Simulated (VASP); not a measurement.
Rb, 1 atom in the cell. It takes space group Im-3m (No. 229, cubic). The conventional cell has a = 5.667 Å, b = 5.667 Å, c = 5.667 Å, α = 90.00°, β = 90.00°, γ = 90.00°. 

| Quantity | Value |
| --- | --- |
| Program | VASP 6.6.1 |
| Task | relaxation of cell and atoms |
| Functional | PBE |
| Potentials or basis | VASP PAW PBE potentials, release 64 (Rb_sv) |
| Cutoff | 600 eV |
| k mesh | 12 × 12 × 12 |
| Occupations | methfessel-paxton, width 0.1 eV |
| Spin | no spin polarisation |
| Further INCAR settings | ALGO = Normal; EDIFF = 1e-07; IBRION = 2; EDIFFG = -0.005; NSW = 90; ISIF = 3 |

Potentials or basis: VASP PAW PBE potentials, release 64 (Rb_sv).

Command:

```console
$ cat potpaw_PBE.64/Rb_sv/POTCAR > POTCAR
$ mpirun -np 1 vasp_std > vasp.out
```

Hardware: 1 thread of Intel(R) Xeon(R) Platinum 8559C (Emerald Rapids), with other jobs on the host.

How long does it take, and how much memory?

Wall time 39 s on 1 thread of Intel(R) Xeon(R) Platinum 8559C (Emerald Rapids) (shared host), peak memory 0.26 GiB. Counts: scf iterations 11, k points 72, ion steps 1.
